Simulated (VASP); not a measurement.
# FeSi23 (a cell with a defect) in VASP: a series of runs, part 2 of 4

VASP 6.6.1.

## 3. Single point, HSE06, collinear spin, ferromagnetic start

The input, POSCAR:

```
FeSi23                                  
1.0
    0.0000000000      8.1555000000      8.1555000000
    5.4370000000      0.0000000000      5.4370000000
    5.4370000000      5.4370000000      0.0000000000
  Fe              Si            
     1    23
Direct
     0.0058304299341811    0.9963129132198052    0.9971838237051394
     0.9989388419068346    0.9997981975322898    0.5011342740929375
     0.9995710441281461    0.5030265224236389    0.9963860869409474
     0.9997808333433440    0.5012756140674179    0.4990638431356888
     0.3322001881649680    0.0010350643538519    0.9998531846947606
     0.3336445172963653    0.0002180597850626    0.4986004663256958
     0.3344086201471982    0.4995639268249047    0.9984121977388263
     0.3345136260157844    0.5003928753980619    0.4980109503772201
     0.6697536276068724    0.0009837392452812    0.9998182121696770
     0.6668942432014546    0.0012115265127810    0.4987486533728890
     0.6679076517404792    0.4997812776175996    0.9992863249859935
     0.6679819922106514    0.5007820779935410    0.4987851142140794
     0.0820304751186139    0.1288874920333951    0.1267116756760744
     0.0838395441802438    0.1269983011519113    0.6207232550343779
     0.0847488275343407    0.6200821361669774    0.1252716667255989
     0.0848001221078804    0.6252359549838968    0.6220212865678801
     0.4187297145582536    0.1240428075317042    0.1230577952800020
     0.4159935545192845    0.1255837956567977    0.6247138356455699
     0.4171504789346612    0.6255805726383816    0.1233996596363579
     0.4177899662436515    0.6251190336962110    0.6233063476836346
     0.7539868623979333    0.1247876261576089    0.1240566239567413
     0.7491715493494971    0.1258885157408391    0.6253579110221851
     0.7499853317296685    0.6265058063380790    0.1239811753414351
     0.7502069576296895    0.6264331629299602    0.6246706356763017
```

The input, INCAR.step1:

```
PREC     = Accurate       # precision mode
ENCUT    = 350            # plane-wave cutoff, eV
EDIFF    = 1E-5           # SCF threshold, eV
ISMEAR   = 0              # smearing method
SIGMA    = 0.03           # smearing width, eV
LREAL    = Auto         
LASPH    = True           # aspherical terms in the spheres
NELM     = 70             # most SCF steps
ALGO     = Normal         # electronic algorithm
ISIF     = 2              # what is computed and relaxed
LWAVE    = True           # write WAVECAR
ISPIN    = 2              # spin polarisation
MAGMOM   = 2 0 0 0 0 0 0 0 0 0 0 0 0 0 0 0 0 0 0 0 0 0 0 0 # initial moments
LORBIT   = 11             # projections on sites
NUPDOWN  = 2              # fixed moment
LMAXMIX  = 4              # l up to which the mixer works
ISYM     = -1           
TIME     = 0.4          
NKRED    = 2            
GGA      = PE             # functional
KPAR     = 2
```

The input, INCAR.step2:

```
PREC     = Accurate       # precision mode
ENCUT    = 350            # plane-wave cutoff, eV
EDIFF    = 1E-4           # SCF threshold, eV
ISMEAR   = 0              # smearing method
SIGMA    = 0.03           # smearing width, eV
LREAL    = Auto         
LASPH    = True           # aspherical terms in the spheres
NELM     = 70             # most SCF steps
ALGO     = Damped         # electronic algorithm
ISIF     = 2              # what is computed and relaxed
LWAVE    = False          # write WAVECAR
LCHARG   = False          # write CHGCAR
ISPIN    = 2              # spin polarisation
MAGMOM   = 2 0 0 0 0 0 0 0 0 0 0 0 0 0 0 0 0 0 0 0 0 0 0 0 # initial moments
LORBIT   = 11             # projections on sites
NUPDOWN  = 2              # fixed moment
LMAXMIX  = 4              # l up to which the mixer works
GGA      = PE             # functional
LHFCALC  = True           # exact exchange
HFSCREEN = 0.2            # screening, 1/A
PRECFOCK = Fast         
ISYM     = -1           
TIME     = 0.4          
NKRED    = 2            
ISTART   = 1            
KPAR     = 2
```

The input, KPOINTS:

```
Automatic mesh
0
Gamma
  2 2 2
```

Potentials or basis: VASP PAW PBE potentials, release 64 (Fe, Si).

On the command line:

```console
> cat potpaw_PBE.64/Fe/POTCAR potpaw_PBE.64/Si/POTCAR > POTCAR
> cp INCAR.step1 INCAR
> mpirun -np 4 vasp_std > vasp.out
> cp INCAR.step2 INCAR
> mpirun -np 4 vasp_std > vasp.out
```

OUTCAR:

```text
PREC = Accurate
   ENCUT = 350
   EDIFF = 1E-4
   ISMEAR = 0
   LREAL = Auto
   LASPH = True
   NELM = 70
   ISIF = 2
   ISPIN = 2
   LORBIT = 11
   NUPDOWN = 2
   GGA = PE
   LHFCALC = True
   HFSCREEN = 0.2
   PRECFOCK = Fast
   ISYM = -1
   NKRED = 2
   ISTART = 1

 ion  position               nearest neighbor table
   1  0.006  0.996  0.997-  15 2.36  14 2.36  13 2.36  21 2.37
   2  0.999  1.000  0.501-  14 2.35  13 2.35  16 2.35  22 2.35
   3  1.000  0.503  0.996-  15 2.35  13 2.35  16 2.35  23 2.35
   4  1.000  0.501  0.499-  15 2.35  14 2.35  24 2.35  16 2.35
   5  0.332  0.001  1.000-  18 2.36  13 2.36  19 2.36  17 2.36
   6  0.334  0.000  0.499-  14 2.35  18 2.35  20 2.35  17 2.36
[... 16 lines left out ...]
  23  0.750  0.627  0.124-   3 2.35   9 2.35  11 2.35  12 2.35
  24  0.750  0.626  0.625-   4 2.35  11 2.35  10 2.35  12 2.35

IMPORTANT INFORMATION: All symmetrisations will be switched off!
NOSYMM: (Re-)initialisation of all symmetry stuff for point group C_1.

----------------------------------------------------------------------------------------

                                     Primitive cell

  volume of cell :     482.1690

  direct lattice vectors                    reciprocal lattice vectors
     0.000000000  8.155500000  8.155500000    -0.061308320  0.061308320  0.061308320
     5.437000000  0.000000000  5.437000000     0.091962479 -0.091962479  0.091962479
     5.437000000  5.437000000  0.000000000     0.091962479  0.091962479 -0.091962479

  length of vectors
    11.533618708  7.689079139  7.689079139     0.106189124  0.159283687  0.159283687

  position of ions in fractional coordinates (direct lattice)
     0.005830430  0.996312913  0.997183824
     0.998938842  0.999798198  0.501134274
     0.999571044  0.503026522  0.996386087
     0.999780833  0.501275614  0.499063843
     0.332200188  0.001035064  0.999853185
     0.333644517  0.000218060  0.498600466
[... 16 lines left out ...]
     0.749985332  0.626505806  0.123981175
     0.750206958  0.626433163  0.624670636

  ion indices of the primitive-cell ions
   primitive index   ion index
                 1           1
                 2           2
                 3           3
                 4           4
                 5           5
                 6           6
[... 16 lines left out ...]
                23          23
                24          24

----------------------------------------------------------------------------------------

 KPOINTS: Automatic mesh

Automatic generation of k-mesh.
 Grid dimensions read from file:
 generate k-points for:    2    2    2

 Generating k-lattice:

  Cartesian coordinates                     Fractional coordinates (reciprocal lattice)
    -0.030654160  0.030654160  0.030654160     0.500000000  0.000000000  0.000000000
     0.045981240 -0.045981240  0.045981240     0.000000000  0.500000000  0.000000000
     0.045981240  0.045981240 -0.045981240     0.000000000  0.000000000  0.500000000

  Length of vectors
     0.053094562  0.079641843  0.079641843

  Shift w.r.t. Gamma in fractional coordinates (k-lattice)
[... 49 lines left out ...]
   EFERMI =   0.00;   METHOD = LEGACY
   ISMEAR =     0;   SIGMA  =   0.03  broadening in eV -4-tet -1-fermi 0-gaus
   EFERMI_NEDOS =   21; number of points for ismear=-14 and -15
   IALGO  =     53    algorithm
   IMIX   =      4    mixing-type and parameters
     AMIX     =   0.40;   BMIX     =  1.00
     AMIX_MAG =   1.60;   BMIX_MAG =  1.00
  volume/ion in A,a.u.               =      20.09       135.58
  Fermi-wavevector in a.u.,A,eV,Ry     =   0.969040  1.831220 12.776397  0.939039
  Thomas-Fermi vector in A             =   2.099060
   LORBIT       =     11    0 simple, 1 ext, 2 COOP (PROOUT), +10 PAW based schemes
   GGA     = PE    functional components
   LHFCALC =     T    Hartree Fock is set to
   PRECFOCK=fast      Normal, Fast or Accurate (Low or Medium for compatibility)
   ENCUT4O =  -1.0   cutoff for four orbital integrals eV
   NKREDX  =     2    reduce k-point grid by
   NKREDY  =     2    reduce k-point grid by
   NKREDZ  =     2    reduce k-point grid by
   AEXX    =    0.2500 exact exchange contribution
   HFSCREEN=    0.2000 screening length (either q_TF or 0.3 A-1)
   HFSCREENC=   0.2000 screening length for correlation (either q_TF or 0.3 A-1)
   ENCUTFOCK=  -1.0 apply spherical cutoff to Coloumb kernel
   IVDW    =     0    specifies the selected vdW correction
   LEPSILON=     F    determine dielectric tensor
   LRPA    =     F    only Hartree local field effects (RPA)
 spin polarized calculation
 Gauss-broadening in eV      SIGMA  =   0.03
  energy-cutoff  :      350.00
  volume of cell :      482.17
 maximum number of plane-waves:      7219
  NGX = 40; NGY = 28; NGZ = 28
   NGX = 35   NGY = 23   NGZ = 23

 number of electron     100.0000001 magnetization       2.0000002

 Free energy of the ion-electron system (eV)
  ---------------------------------------------------
  ext. energy  EPLUGINS =         0.00000000
  ---------------------------------------------------
  free energy    TOTEN  =      -155.19377535 eV

  energy without entropy =     -155.19377535  energy(sigma->0) =     -155.19377535

 E-fermi :   4.9757     XC(G=0):  -7.8491

 val. band max:        4.9533590885   @ k =   0.5000   0.5000   0.0000
 cond. band min:       5.7754552888   @ k =   0.5000   0.0000   0.5000
 fundamental gap:      0.8220962003
 Fermi energy:         5.1028650928

 spin component 1

 k-point     1 :       0.0000    0.0000    0.0000
  band No.  band energies     occupation
      1      -7.8542      1.00000
      2      -6.4169      1.00000
      3      -6.2552      1.00000
      4      -5.3789      1.00000
      5      -5.3001      1.00000
      6      -5.1936      1.00000
[... 509 lines left out ...]
     61       8.6550      0.00000
     62       8.7628      0.00000
 Fermi energy:         4.9756744661

 spin component 2

 k-point     1 :       0.0000    0.0000    0.0000
  band No.  band energies     occupation
      1      -7.9017      1.00000
      2      -6.4508      1.00000
      3      -6.3303      1.00000
      4      -5.4351      1.00000
      5      -5.3636      1.00000
      6      -5.2445      1.00000
[... 509 lines left out ...]
     61       8.9201      0.00000
     62       8.9349      0.00000
 [bands above 62 left out]

------------------------ aborting loop because EDIFF is reached ----------------------------------------

  FORCE on cell =-STRESS in cart. coord.  units (eV):
  Direction    XX          YY          ZZ          XY          YZ          ZX
  --------------------------------------------------------------------------------------
  -------------------------------------------------------------------------------------
  Total       -0.9817454     -1.3668054     -1.4058343      0.1956879     -0.7062475      0.3421745
  in kB       -3.2621972     -4.5416955     -4.6713830      0.6502425     -2.3467578      1.1369960
  external PRESSURE =      -4.1584252 kB  Pullay stress =       0.0000000 kB

 VOLUME and BASIS-vectors are now :
 -----------------------------------------------------------------------------
  energy-cutoff  :      350.00
  volume of cell :      482.17
      direct lattice vectors                 reciprocal lattice vectors
     0.000000000  8.155500000  8.155500000    -0.061308320  0.061308320  0.061308320
     5.437000000  0.000000000  5.437000000     0.091962479 -0.091962479  0.091962479
     5.437000000  5.437000000  0.000000000     0.091962479  0.091962479 -0.091962479

 POSITION                                       TOTAL-FORCE (eV/Angst)
 -----------------------------------------------------------------------------------
     10.83864      5.46924      5.46450         0.112105     -0.061480     -0.066449
      8.16057     10.87151     13.58275        -0.031986     -0.009006     -0.078948
      8.15231     13.56935     10.88696        -0.016879     -0.067374     -0.020029
      5.43885     10.86712     10.87915         0.122667      0.025367      0.010323
      5.44183      8.14546      2.71489        -0.065991      0.110162      0.118495
      2.71208      5.43193      2.72222        -0.069245      0.016423      0.084157
[... 16 lines left out ...]
      4.08040      6.79059      9.52282         0.024896     -0.016520      0.012300
      6.80225      9.51465      9.52423         0.009256     -0.032434     -0.030825
 -----------------------------------------------------------------------------------
    total drift:                                0.001010     -0.005162     -0.005403

  FREE ENERGIE OF THE ION-ELECTRON SYSTEM (eV)
  ---------------------------------------------------
  free  energy   TOTEN  =      -155.1937753519 eV

  energy  without entropy=     -155.1937753519  energy(sigma->0) =     -155.19377535

 total charge

# of ion       s       p       d       tot
------------------------------------------
    1        0.509   0.403   6.184   7.095
    2        0.766   0.950   0.000   1.716
    3        0.766   0.951   0.000   1.717
    4        0.766   0.951   0.000   1.717
    5        0.764   0.952   0.000   1.716
    6        0.760   0.959   0.000   1.719
[... 16 lines left out ...]
   23        0.758   0.965   0.000   1.723
   24        0.758   0.965   0.000   1.723
--------------------------------------------------
tot         18.102  22.353   6.184  46.639

 magnetization (x)

# of ion       s       p       d       tot
------------------------------------------
    1        0.026  -0.045   2.799   2.780
    2        0.000  -0.005   0.000  -0.005
    3        0.001  -0.005   0.000  -0.004
    4        0.001  -0.004   0.000  -0.003
    5        0.001  -0.010   0.000  -0.009
    6        0.001  -0.003   0.000  -0.002
[... 16 lines left out ...]
   23       -0.000  -0.002   0.000  -0.002
   24        0.000  -0.001   0.000  -0.001
--------------------------------------------------
tot         -0.010  -0.473   2.799   2.316
```

It took 9.9 min on 4 MPI ranks of Intel Xeon 6975P-C (Granite Rapids), shared host; peak memory 0.69 GiB.

What came out:

```
Free energy                                           : -155.1938 eV
Pressure                                              : -0.4 GPa
Largest force                                         : 0.391 eV/Å
Net moment                                            : 2.00 μB per cell
Site moments                                          : Fe +2.78; Si -0.01, -0.00, +0.00, -0.10, -0.09, -0.02 μB
Valence electrons inside the program's atomic spheres : Fe 7.09; Si 1.72, 1.71
```

Forces in eV/Å, atoms in the order of the input:
```
Fe   0.112 -0.061 -0.066
Si  -0.032 -0.009 -0.079
Si  -0.017 -0.067 -0.020
Si   0.123  0.025  0.010
Si  -0.066  0.110  0.118
Si  -0.069  0.016  0.084
Si  -0.066  0.084 -0.005
Si  -0.016  0.022  0.004
Si  -0.096  0.007  0.007
Si   0.002  0.067  0.014
Si   0.006 -0.008  0.023
Si  -0.006  0.003 -0.014
Si  -0.006  0.089  0.091
Si  -0.134 -0.015  0.115
Si  -0.153  0.138  0.010
Si   0.032 -0.007  0.001
Si   0.060  0.005 -0.007
Si   0.005 -0.042 -0.003
Si   0.015 -0.032 -0.034
Si   0.038 -0.031 -0.031
Si   0.215 -0.258 -0.199
Si   0.019  0.013 -0.001
Si   0.025 -0.017  0.012
Si   0.009 -0.032 -0.031
```

Stress tensor (GPa, compression positive):
```
-0.33  0.07  0.11
 0.07 -0.45 -0.23
 0.11 -0.23 -0.47
```

Caveat: the k mesh is coarse (spacing up to 0.50 Å⁻¹), so the values aren't converged, least of all with exact exchange; the PAW data sets were made with another functional, which shifts forces and pressure a little; the total moment is fixed, so each spin has its own Fermi level.

[end of part 2 of 4]
